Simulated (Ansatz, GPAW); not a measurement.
# One calculation of Mo, 4 ways

```xyz
1
Lattice="-1.5838 1.5838 1.5838 1.5838 -1.5838 1.5838 1.5838 1.5838 -1.5838" Properties=species:S:1:pos:R:3 pbc="T T T"
Mo    0.0000    0.0000    0.0000
```

Alike in all runs: task band structure; functional PBE; k mesh 12 × 12 × 12; occupations fermi-dirac, width 0.05 eV; no spin polarisation; no spin-orbit coupling. Pressure is positive in compression and, in plane waves, holds the error of the finite cutoff, which Ansatz's Pulay term estimates and takes out.

```
                                program and potentials  plane-wave cutoff (eV)                             notes  pressure (GPa)
        Ansatz, all-electron LAPW, scalar-relativistic                       -                                 -           -1.87
            GPAW, GPAW PAW data sets (gpaw-data 1.2.1)                     600                                 -           -2.22
              Ansatz, PseudoDojo stringent (PBE files)                    1088  Pulay term of +0.04 GPa included           -1.61
Ansatz, Ansatz PAW (files of its older set among them)                     640                                 -           -1.85
```

The pressure spans -2.22 (GPAW, GPAW PAW data sets (gpaw-data 1.2.1)) to -1.61 GPa (Ansatz, PseudoDojo stringent (PBE files)), with all-electron results at -1.87.

The functional is the same throughout but for its coding, so the spread measures potentials, basis and numerics; runs on potential files found faulty are left out.

All four runs put the crystal under slight tension, so at this fixed cell PBE would have bcc Mo contract. The sign is common to every treatment and therefore doesn't hinge on the choice of potential. The contraction needed is small because Mo is very stiff: its roughly half-filled d band occupies mostly bonding states and leaves the antibonding ones largely empty, which gives strong cohesion and a high bulk modulus. For the same reason, the spread in pressure corresponds to only a very small difference in equilibrium lattice constant.

Against the all-electron value of -1.87 GPa, the Ansatz PAW result is nearly coincident at -1.85 GPa, while GPAW gives more tension and PseudoDojo less. The PAW method as such is thus not the source of the GPAW offset, which may come from the construction of its data set or from residual basis error. Agreement at a single volume doesn't establish equal bulk moduli, since errors in the pressure can change with compression.
